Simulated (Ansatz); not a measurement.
TiAl:

```
Ti Al
1.0
     2.86726    0.00000    0.00000
    -1.43363    2.48312    0.00000
     0.00000    0.00000    4.67808
Ti Al
1 1
Direct
  0.00000 0.00000 0.00000
  0.33333 0.66667 0.50000
```

The cell comes from a database or a generator and needn't be the stable form of this composition.

* Program: Ansatz 0.2.0
* Task: single point
* Functional: PBEsol
* Potentials or basis: all-electron LAPW, scalar-relativistic
* Cutoff: 225 eV (chosen from the basis error)
* Basis error allowed: 0.001 eV/atom
* k mesh: 11 × 11 × 6
* Occupations: fermi-dirac, width 0.05 eV
* Spin: no spin polarisation

On this cell: pressure -2.9 GPa; largest force under 0.003 eV/Å; band gap on the k mesh none (metal or under the smearing width).

The same run follows on a disturbed copy (atoms moved at random, drawn with an rms of 0.05 Å):

```
Ti Al
1.0
     2.86726    0.00000    0.00000
    -1.43363    2.48312    0.00000
     0.00000    0.00000    4.67808
Ti Al
1 1
Cartesian
  -0.0349 0.0121 0.0529
  0.0481 1.6455 2.4154
```

Question: What changes?

Answer: The energy (extrapolated to zero smearing) moves by +4.3 meV/atom; pressure -2.8 GPa; largest force 0.219 eV/Å; band gap on the k mesh none (metal or under the smearing width).

Forces in eV/Å, atoms in the order of the input:
```
Ti   0.151 -0.026  0.156
Al  -0.151  0.026 -0.156
```

Stress tensor (GPa, compression positive):
```
-2.67  1.29  0.07
 1.29 -1.92 -0.01
 0.07 -0.01 -3.74
```
